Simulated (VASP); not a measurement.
# Se (Im-3m) in VASP: a series of runs

The runs below take Se through relaxation of cell and atoms, with PBEsol.

Program: VASP 6.6.1. These are calculated values, not measurements. Logs are shortened: lines on timing, memory, paths and dates and some standing lists are left out, and cuts for length are marked.

**1. The crystal as given**

It takes space group Im-3m (No. 229, cubic). The conventional cell has a = 2.776 Å, b = 2.776 Å, c = 2.776 Å, α = 90.00°, β = 90.00°, γ = 90.00°. Around Se (site symmetry m-3m) lie 8 Se at 2.40 Å.

This isn't the form of Se at room conditions, which is trigonal, of chains.

**2. Relaxation of cell and atoms, PBEsol, target pressure 250 GPa, at which the enthalpy is minimised**

File INCAR:

```
SYSTEM = Se
ALGO     = Normal         ! electronic algorithm
EDIFF    = 1E-7           ! SCF threshold, eV
EDIFFG   = -0.002         ! ionic threshold
ENCUT    = 520            ! plane-wave cutoff, eV
GGA      = PS             ! functional
IBRION   = 2              ! ionic algorithm
ISIF     = 3              ! what is computed and relaxed
ISMEAR   = 0              ! smearing method
LASPH    = .TRUE.         ! aspherical terms in the spheres
LCHARG   = .FALSE.        ! write CHGCAR
LREAL    = .FALSE.        ! projectors in reciprocal space
LWAVE    = .FALSE.        ! write WAVECAR
NELM     = 80             ! most SCF steps
NSW      = 80             ! ionic steps
PREC     = Accurate       ! precision mode
PSTRESS  = 2500         
SIGMA    = 0.1            ! smearing width, eV
```

File KPOINTS:

```
k-points
0
G
  30 30 30
  0 0 0
```

File POSCAR:

```
Se                                      
1.0
    1.9629043970      1.1332834365      0.8013995949
   -1.9629043970      1.1332834365      0.8013995949
    0.0000000000     -2.2665668729      0.8013995949
  Se            
     1
Direct
     0.0000000000000000    0.0000000000000000    0.0000000000000000
```

Potentials or basis: VASP PAW PBE potentials, release 64 (Se).

Started as:

```sh
cat potpaw_PBE.64/Se/POTCAR > POTCAR
mpirun -np 1 vasp_std > vasp.out
```

OUTCAR:

```text
SYSTEM = Se
   EDIFF = 1E-7
   EDIFFG = -0.002
   ENCUT = 520
   GGA = PS
   IBRION = 2
   ISIF = 3
   ISMEAR = 0
   LASPH = .TRUE.
   LREAL = .FALSE.
   NELM = 80
   NSW = 80
   PREC = Accurate
   PSTRESS = 2500

 ion  position               nearest neighbor table
   1  0.000  0.000  0.000-

  LATTYP: Found a trigonal (rhomboedric) cell.
 ALAT       =     2.4040728629
 COS(alpha) =    -0.3333158413

  Lattice vectors:

 A1 = (   1.9629043970,   1.1332834365,   0.8013995949)
 A2 = (  -1.9629043970,   1.1332834365,   0.8013995949)
 A3 = (   0.0000000000,  -2.2665668729,   0.8013995949)

Analysis of symmetry for initial positions (statically):
=====================================================================
 Subroutine PRICEL returns:
 Original cell was already a primitive cell.

 Routine SETGRP: Setting up the symmetry group for a
 trigonal (rhombohedral) supercell.

 Subroutine GETGRP returns: Found 12 space group operations
 (whereof 12 operations were pure point group operations)
 out of a pool of 12 trial point group operations.

The static configuration has the point symmetry D_3d.

Analysis of symmetry for dynamics (positions and initial velocities):
=====================================================================
 Subroutine PRICEL returns:
 Original cell was already a primitive cell.

 Routine SETGRP: Setting up the symmetry group for a
 trigonal (rhombohedral) supercell.

 Subroutine GETGRP returns: Found 12 space group operations
 (whereof 12 operations were pure point group operations)
 out of a pool of 12 trial point group operations.

The dynamic configuration has the point symmetry D_3d.

 Subroutine INISYM returns: Found 12 space group operations
 (whereof 12 operations are pure point group operations),
 and found     1 'primitive' translations

----------------------------------------------------------------------------------------

                                     Primitive cell

  volume of cell :      10.6964

  direct lattice vectors                    reciprocal lattice vectors
     1.962904397  1.133283436  0.801399595     0.254724581  0.147065298  0.415938984
    -1.962904397  1.133283436  0.801399595    -0.254724581  0.147065298  0.415938984
     0.000000000 -2.266566873  0.801399595     0.000000000 -0.294130597  0.415938984

  length of vectors
     2.404072863  2.404072863  2.404072940     0.509429144  0.509429144  0.509429138

  position of ions in fractional coordinates (direct lattice)
     0.000000000  0.000000000  0.000000000

  ion indices of the primitive-cell ions
   primitive index   ion index
                 1           1

----------------------------------------------------------------------------------------

 KPOINTS: k-points

Automatic generation of k-mesh.
 Grid dimensions read from file:
 generate k-points for:   30   30   30

 Generating k-lattice:

  Cartesian coordinates                     Fractional coordinates (reciprocal lattice)
     0.008490819  0.004902177  0.013864633     0.033333333  0.000000000  0.000000000
    -0.008490819  0.004902177  0.013864633     0.000000000  0.033333333  0.000000000
     0.000000000 -0.009804353  0.013864633     0.000000000  0.000000000  0.033333333

  Length of vectors
     0.016980971  0.016980971  0.016980971

  Shift w.r.t. Gamma in fractional coordinates (k-lattice)
     0.000000000  0.000000000  0.000000000

 Subroutine IBZKPT returns following result:
 ===========================================

 Found   2496 irreducible k-points:

 Following reciprocal coordinates:
            Coordinates               Weight
  0.000000  0.000000  0.000000      1.000000
  0.033333 -0.000000  0.000000      6.000000
  0.066667 -0.000000  0.000000      6.000000
  0.100000 -0.000000  0.000000      6.000000
  0.133333 -0.000000  0.000000      6.000000
  0.166667 -0.000000  0.000000      6.000000
[... 16 lines left out ...]
  0.233333  0.033333  0.000000     12.000000
  0.266667  0.033333  0.000000     12.000000
 [... further k-points ...]
   k-points           NKPTS =   2496   k-points in BZ     NKDIM =   2496   number of bands    NBANDS=      7
   number of dos      NEDOS =    301   number of ions     NIONS =      1
   total plane-waves  NPLWV =   5832
   dimension x,y,z NGX =    18 NGY =   18 NGZ =   18
   dimension x,y,z NGXF=    36 NGYF=   36 NGZF=   36
   ions per type =               1
   NGX,Y,Z   is equivalent  to a cutoff of  12.45, 12.45, 12.45 a.u.
   NGXF,Y,Z  is equivalent  to a cutoff of  24.89, 24.89, 24.89 a.u.
 SYSTEM =  Se
   PREC   = accura    normal or accurate (medium, high low for compatibility)
   ISTART =      0    job   : 0-new  1-cont  2-samecut
   ICHARG =      2    charge: 1-file 2-atom 10-const
   ISPIN  =      1    spin polarized calculation?
   LNONCOLLINEAR =      F non collinear calculations
   LSORBIT =      F    spin-orbit coupling
   LASPH  =      T    aspherical Exc in radial PAW
   ENCUT  =  520.0 eV  38.22 Ry    6.18 a.u.   4.47  4.47  4.47*2*pi/ulx,y,z
   NELM   =     80;   NELMIN=  2; NELMDL= -5     # of ELM steps
   EDIFF  = 0.1E-06   stopping-criterion for ELM
   LREAL  =      F    real-space projection
   EDIFFG = -.2E-02   stopping-criterion for IOM
   NSW    =     80    number of steps for IOM
   IBRION =      2    ionic relax: 0-MD 1-quasi-New 2-CG
   NFREE  =      1    steps in history (QN), initial steepest desc. (CG)
   ISIF   =      3    stress and relaxation
   ISYM   =      2    0-nonsym 1-usesym 2-fastsym
   POTIM  = 0.5000    time-step for ionic-motion
   TEBEG  =    0.0;   TEEND  =   0.0 temperature during run
   PSTRESS= 2500.0 pullay stress
   NELECT =       6.0000    total number of electrons
   NUPDOWN=      -1.0000    fix difference up-down
   EMIN   =  10.00;   EMAX   =-10.00  energy-range for DOS
   EFERMI =   0.00;   METHOD = LEGACY
   ISMEAR =     0;   SIGMA  =   0.10  broadening in eV -4-tet -1-fermi 0-gaus
   EFERMI_NEDOS =   21; number of points for ismear=-14 and -15
   IALGO  =     38    algorithm
   IMIX   =      4    mixing-type and parameters
     AMIX     =   0.40;   BMIX     =  1.00
     AMIX_MAG =   1.60;   BMIX_MAG =  1.00
  volume/ion in A,a.u.               =      10.70        72.18
  Fermi-wavevector in a.u.,A,eV,Ry     =   1.350141  2.551397 24.801810  1.822882
  Thomas-Fermi vector in A             =   2.477670
   LORBIT       =      0    0 simple, 1 ext, 2 COOP (PROOUT), +10 PAW based schemes
   GGA     = PS    functional components
   LHFCALC =     F    Hartree Fock is set to
   AEXX    =    0.0000 exact exchange contribution
   IVDW    =     0    specifies the selected vdW correction
   LEPSILON=     F    determine dielectric tensor
   LRPA    =     F    only Hartree local field effects (RPA)
 conjugate gradient relaxation of ions
 non-spin polarized calculation
 Gauss-broadening in eV      SIGMA  =   0.10
  energy-cutoff  :      520.00
  volume of cell :       10.70
 maximum number of plane-waves:       321
 NGX is ok and might be reduce to    18
   NGX =  9   NGY =  9   NGZ =  9

--------------------------------------- Ionic step        1  -------------------------------------------

 number of electron       6.0000001 magnetization

 Free energy of the ion-electron system (eV)
  ---------------------------------------------------
  ext. energy  EPLUGINS =         0.00000000
  ---------------------------------------------------
  free energy    TOTEN  =        -0.44173648 eV

  energy without entropy =       -0.43984392  energy(sigma->0) =       -0.44079020

------------------------ aborting loop because EDIFF is reached ----------------------------------------

  FORCE on cell =-STRESS in cart. coord.  units (eV):
  Direction    XX          YY          ZZ          XY          YZ          ZX
  --------------------------------------------------------------------------------------
  -------------------------------------------------------------------------------------
  Total       12.5191127     12.5191139     12.5183544      0.0000000      0.0000000     -0.0000000
  in kB     1875.1934381   1875.1936183   1875.0798461      0.0000000      0.0000001     -0.0000000
  external PRESSURE =    -624.8443658 kB  Pullay stress =    2500.0000000 kB
[... 133 lines left out ...]
  enthalpy is  TOTEN    =        16.0866296838 eV   P V=       15.5608651991

--------------------------------------- Ionic step        5  -------------------------------------------

 number of electron       5.9999999 magnetization

 Free energy of the ion-electron system (eV)
  ---------------------------------------------------
  ext. energy  EPLUGINS =         0.00000000
  ---------------------------------------------------
  free energy    TOTEN  =         0.64197122 eV

  energy without entropy =        0.64442938  energy(sigma->0) =        0.64320030

 E-fermi :  17.6424     XC(G=0): -14.1978

 val. band max:       17.6423060954   @ k =  -0.2000   0.2667   0.1000
 cond. band min:      17.6429668665   @ k =   0.4333   0.0333   0.0333
 fundamental gap:      0.0006607712
 Fermi energy:        17.6423754211

 k-point     1 :       0.0000    0.0000    0.0000
  band No.  band energies     occupation
      1      -8.4460      2.00000
      2      26.5716      0.00000
      3      26.5734      0.00000
      4      26.5734      0.00000
      5      32.1319      0.00000
      6      32.1319      0.00000
      7      32.1329      0.00000
[... 221 lines left out ...]
 k-point    24 :       0.2667    0.0333    0.0000
  band No.  band energies     occupation
      1      -5.0913      2.00000
      2      12.6687      2.00000
      3      20.0870      0.00000
      4      23.0067      0.00000
      5      26.8213      0.00000
      6      27.9344      0.00000
      7      35.1712      0.00000

 [... further k-points ...]
[... 5 lines left out ...]
  --------------------------------------------------------------------------------------
  -------------------------------------------------------------------------------------
  Total       15.4422871     15.4422888     15.4427406      0.0000000      0.0000000      0.0000000
  in kB     2499.8755422   2499.8758203   2499.9489547      0.0000000      0.0000001      0.0000000
  external PRESSURE =      -0.0998943 kB  Pullay stress =    2500.0000000 kB
[... 16 lines left out ...]
  FREE ENERGIE OF THE ION-ELECTRON SYSTEM (eV)
  ---------------------------------------------------
  free  energy   TOTEN  =         0.6419712167 eV

  energy  without entropy=        0.6444293835  energy(sigma->0) =        0.64320030

  enthalpy is  TOTEN    =        16.0850270864 eV   P V=       15.4430558698

 reached required accuracy - stopping structural energy minimisation
```

It took 4.1 min on 1 thread of Intel Xeon 6975P-C (Granite Rapids), shared host; peak memory 0.3 GiB.

Results:

- Free energy: 0.6420 eV
- Relaxed volume: 9.90 Å³/atom
- Relaxed cell: a = 2.343 Å, b = 2.343 Å, c = 2.343 Å, α = 109.47°, β = 109.47°, γ = 109.47°
- Space group after relaxing (to 0.05 Å): Im-3m (No. 229)
- Energy change on relaxing (the enthalpy is what falls): +1083.7 meV/atom
- Ionic steps: 5
- Pressure after relaxing: 250.0 GPa
- Band gap on the k mesh: none (metal or under the smearing width)

The path:
| step | energy change (eV) | largest force (eV/Å) | pressure (GPa) | volume (Å³) |
| --- | --- | --- | --- | --- |
| 1 | 0.0000 | 0.0000 | 187.52 | 10.70 |
| 2 | 20.8454 | 0.0000 | 1726.64 | 5.45 |
| 3 | 0.7998 | 0.0000 | 233.58 | 10.09 |
| 4 | 0.9675 | 0.0000 | 243.28 | 9.97 |
| 5 | 1.0837 | 0.0000 | 249.99 | 9.90 |

Final structure:
```
Se
1.0
     1.91274    1.10432    0.78091
    -1.91274    1.10432    0.78091
     0.00000   -2.20864    0.78091
Se
1
Cartesian
  0.0000 0.0000 0.0000
```

Caveat: the cell is relaxed towards a set pressure, so the enthalpy falls and the energy may rise; the PAW data sets were made with another functional, which shifts forces and pressure a little.

**3. Relaxation of cell and atoms, PBEsol, target pressure 250 GPa, at which the enthalpy is minimised**

This run uses another cell than the first one, of 9.90 Å³/atom, 0.925 times its volume.

INCAR is that of step 2.

KPOINTS is that of step 2.

File POSCAR:

```
Se                                      
1.0
    1.9127362550      1.1043188532      0.7809136058
   -1.9127362550      1.1043188532      0.7809136058
   -0.0000000000     -2.2086377063      0.7809136058
  Se            
     1
Direct
     0.0000000000000000    0.0000000000000000    0.0000000000000000
```

Potentials or basis: VASP PAW PBE potentials, release 64 (Se).

Started as:

```sh
cat potpaw_PBE.64/Se/POTCAR > POTCAR
mpirun -np 1 vasp_std > vasp.out
```

Wall time 62 s (1 thread of Intel Xeon 6975P-C (Granite Rapids), shared host); peak memory 0.28 GiB.

The run converged. Its results:

- Free energy: 0.6422 eV
- Pressure after relaxing: 250.0 GPa
- Band gap on the k mesh: none (metal or under the smearing width)

Final structure:
```
Se
1.0
     1.91274    1.10432    0.78091
    -1.91274    1.10432    0.78091
     0.00000   -2.20864    0.78091
Se
1
Direct
  0.00000 0.00000 0.00000
```

Levels at points of the mesh, in eV from the Fermi level:
```tsv
k point	band 1	band 2	band 3	band 4	band 5	band 6	band 7
(0.00, 0.00, 0.00)	-26.09	8.93	8.93	8.93	14.49	14.49	14.49
(0.50, 0.00, 0.00)	-16.45	-14.95	0.69	4.29	7.04	8.53	23.47
(0.50, 0.50, 0.00)	-16.45	-14.95	0.69	4.29	7.04	8.53	23.47
(0.50, 0.50, 0.50)	-7.22	-7.22	-7.22	-7.01	-0.72	-0.72	32.11
```

Caveat: the relaxation stopped at its first step, so nothing moved; the cell is relaxed towards a set pressure, so the enthalpy falls and the energy may rise; the PAW data sets were made with another functional, which shifts forces and pressure a little.
